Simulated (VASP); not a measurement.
Crystal: Ru.

```xyz
2
Lattice="0.0000 2.6352 2.6352 2.6352 0.0000 2.6352 2.6352 2.6352 0.0000" Properties=species:S:1:pos:R:3 pbc="T T T"
Ru    0.6588    0.6588    0.6588
Ru    4.6115    4.6115    4.6115
```

The cell was built by a generator and needn't be a form met in nature.

| Item | Value |
| --- | --- |
| Program | VASP 6.6.1 |
| Task | relaxation of cell and atoms |
| Functional | PBE |
| Potentials or basis | VASP PAW PBE potentials, release 64 (Ru_pv) |
| Cutoff | 600 eV |
| k mesh | 10 × 10 × 10 |
| Occupations | fermi-dirac, width 0.05 eV |
| Spin | collinear spin, typed start |
| Starting moments | [1.0, 1.0] μB |

At the start: pressure 21.9 GPa; volume 18.30 Å³/atom.

Where does the relaxation end?

Over 17 steps the energy falls by 124.6 meV/atom and the volume is 20.30 Å³/atom (+10.9 %); space group Fd-3m (No. 227, to 0.05 Å); moment 0.00 μB per cell.

The path:
| step | energy change (eV) | largest force (eV/Å) | pressure (GPa) | volume (Å³) |
| --- | --- | --- | --- | --- |
| 1 | 0.0000 | 0.0000 | 21.93 | 36.60 |
| 2 | 0.6937 | 0.0000 | -21.87 | 51.53 |
| 3 | -0.2474 | 0.0000 | -1.44 | 40.99 |
| 4 | -0.2491 | 0.0000 | -0.22 | 40.68 |
| 5 | -0.2491 | 0.0000 | 0.12 | 40.59 |
| 6 | -0.2491 | 0.0000 | 0.12 | 40.59 |
| 7 | -0.2491 | 0.0000 | 0.11 | 40.59 |
| 8 | -0.2491 | 0.0000 | 0.11 | 40.59 |
| 9 | -0.2491 | 0.0000 | 0.11 | 40.59 |
| 10 | -0.2491 | 0.0000 | 0.11 | 40.59 |
| 11 | -0.2491 | 0.0000 | 0.11 | 40.59 |
| 12 | -0.2491 | 0.0000 | 0.11 | 40.59 |
| 13 | -0.2491 | 0.0000 | 0.11 | 40.59 |
| 14 | -0.2491 | 0.0000 | 0.11 | 40.59 |
| 15 | -0.2491 | 0.0000 | 0.11 | 40.60 |
| 16 | -0.2491 | 0.0000 | 0.10 | 40.60 |
| 17 | -0.2491 | 0.0000 | 0.08 | 40.60 |

Final structure:
```
Ru
1.0
     0.00000    2.72797    2.72797
     2.72797    0.00000    2.72797
     2.72797    2.72797    0.00000
Ru
2
Direct
  0.12500 0.12500 0.12500
  0.87500 0.87500 0.87500
```
